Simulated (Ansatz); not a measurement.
MgO, h-MgO type at its r2SCAN geometry, in the plane-wave code Ansatz. The base run uses HSE06 on a modest mesh; each further run changes one setting, sensibly or not. Doubtful ones may also carry a cap on iterations. All numbers are computed, and spin polarisation is off unless an edit sets a moment.

Base input:
```yaml
crystal:
  lattice:
    - [3.484019785, 0.0, 0.0]
    - [-1.7420098925, 3.0172496411, 0.0]
    - [0.0, 0.0, 4.185320444]
  atoms:
    - { symbol: Mg, position: [0.3333333333, 0.6666666667, 0.25] }
    - { symbol: Mg, position: [0.6666666667, 0.3333333333, 0.75] }
    - { symbol: O, position: [0.6666666667, 0.3333333333, 0.25] }
    - { symbol: O, position: [0.3333333333, 0.6666666667, 0.75] }
kpoints:
  mp_grid: { grid: [6, 6, 4] }
hamiltonian:
  xc: hse06
scf:
  occupations: { method: fixed }
  n_extra_bands: 5
output:
  forces: true
  stress: true
  eigenvalues: true
```

Base results:
```
Basis set: ecut = 420 eV, 823 PW (Γ)
Symmetry: 24 space group operations
Space group: P63/mmc (ITA 194)
k-points: 21 of 144
Exchange kernel: α = 0.2500, screened, ω = 0.2079 Å⁻¹, Wigner–Seitz truncation, v(0) = 1043.1506 eV·Å³, q-mesh 6×6×4
hybrid SCF converged: 2 outer / 10 inner (+2 warm-up)
Free energy (F): -4988.500297 eV
Fermi energy:    4.987941 eV
--- Stress (GPa, compression-positive) ---
       -0.019300       0.000000       0.000000
        0.000000      -0.019300       0.000000
        0.000000       0.000000      -0.109241
  P = ⅓ Tr σ = -0.0493 GPa (-0.493 kbar)
--- Band table (eV; the first three rows and the last of 21) ---
  k-point 0: bands = […, 1.0974, 3.1299, 3.1299, 4.1370, 4.1370, 4.9879, 10.0343, 16.3259, 19.2668, 19.4853, …]
  k-point 1: bands = […, 1.4190, 3.2661, 3.2661, 3.9780, 3.9780, 4.0044, 11.1098, 15.2542, 19.3305, 19.3305, …]
  k-point 2: bands = […, 2.4471, 2.4471, 3.6109, 3.6109, 3.6109, 3.6109, 13.1656, 13.1656, 19.8202, 19.8202, …]
  k-point 20: bands = […, 1.1593, 1.1593, 2.3818, 2.3818, 4.5736, 4.5736, 14.8921, 14.8921, 17.8076, 17.8076, …]
```
The gap over this mesh is 5.046 eV.

Run as `ansatz run input.yaml --threads 4 --pin off --max-ram 3686MiB --backend cpu --events-out ev --progress --plain --runs-dir out`. It took 13 s on 4 threads of Arm Neoverse N1 (shared host), load about 0.9 per core; peak host memory 0.85 GiB.

Task: These lines are set or replaced. What follows?
```yaml
hamiltonian:
  xc: { exchange: pbe, correlation: pbe, exx: { coeff: 0.75, omega: 0.3 } }
```

Result: That is 75 % exact exchange, screened with ω = 0.3 1/Å, against HSE06's 25 % screened at 0.208 1/Å. The mean stress moves by -8.0 GPa and the gap on the mesh by +2.678 eV (to 7.724). Totals of different functionals aren't comparable.
Lines that differ from the base's log, and the results:
```
Exchange kernel: α = 0.7500, screened, ω = 0.3000 Å⁻¹, Wigner–Seitz truncation, v(0) = 502.6187 eV·Å³, q-mesh 6×6×4
hybrid SCF converged: 3 outer / 14 inner (+2 warm-up)
Free energy (F): -4989.468268 eV
Fermi energy:    2.849345 eV
--- Stress (GPa, compression-positive) ---
       -7.568083       0.000000       0.000000
        0.000000      -7.568083       0.000000
        0.000000       0.000000      -8.943935
  P = ⅓ Tr σ = -8.0267 GPa (-80.267 kbar)
```

Task: The input is altered as follows. How does the run end?
```yaml
hamiltonian:
  xc:
    exchange: pbe
    correlation: pbe
    exx: { coeff: 0.4, omega: 0.2078 }
```

Result: That is 40 % exact exchange, screened with ω = 0.2078 1/Å, against HSE06's 25 % screened at 0.208 1/Å. The mean stress moves by -2.6 GPa and the gap on the mesh by +1.003 eV (to 6.050). Totals of different functionals aren't comparable.
```
Exchange kernel: α = 0.4000, screened, ω = 0.2078 Å⁻¹, Wigner–Seitz truncation, v(0) = 1043.8408 eV·Å³, q-mesh 6×6×4
hybrid SCF converged: 3 outer / 13 inner (+2 warm-up)
Free energy (F): -4988.806586 eV
Fermi energy:    4.224613 eV
--- Stress (GPa, compression-positive) ---
       -2.463051       0.000000       0.000000
        0.000000      -2.463051       0.000000
        0.000000       0.000000      -2.966570
  P = ⅓ Tr σ = -2.6309 GPa (-26.309 kbar)
--- Band table (eV; the first three rows and the last of 21) ---
  k-point 0: bands = […, 0.1878, 2.2932, 2.2932, 3.3488, 3.3488, 4.2246, 10.2744, 16.6926, 19.7286, 19.8900, …]
  k-point 1: bands = […, 0.5323, 2.4359, 2.4359, 3.1819, 3.1819, 3.2383, 11.3468, 15.5986, 19.7191, 19.7191, …]
  k-point 2: bands = […, 1.6204, 1.6204, 2.7970, 2.7970, 2.7970, 2.7970, 13.4524, 13.4524, 20.2116, 20.2116, …]
  k-point 20: bands = […, 0.2682, 0.2682, 1.5474, 1.5474, 3.7954, 3.7954, 15.1923, 15.1923, 18.2270, 18.2270, …]
```

Task: These lines are set or replaced. What follows?
```yaml
scf:
  mixing: { preconditioner: resta }
```

Result: It converges in 12 iterations, as the base does. This key steers the way to the solution, not the solution: the results stay as they were.

The stress of a hybrid is loosely converged in these runs.

The meshes of the hybrids are coarse, so their gaps aren't converged to the digits shown.
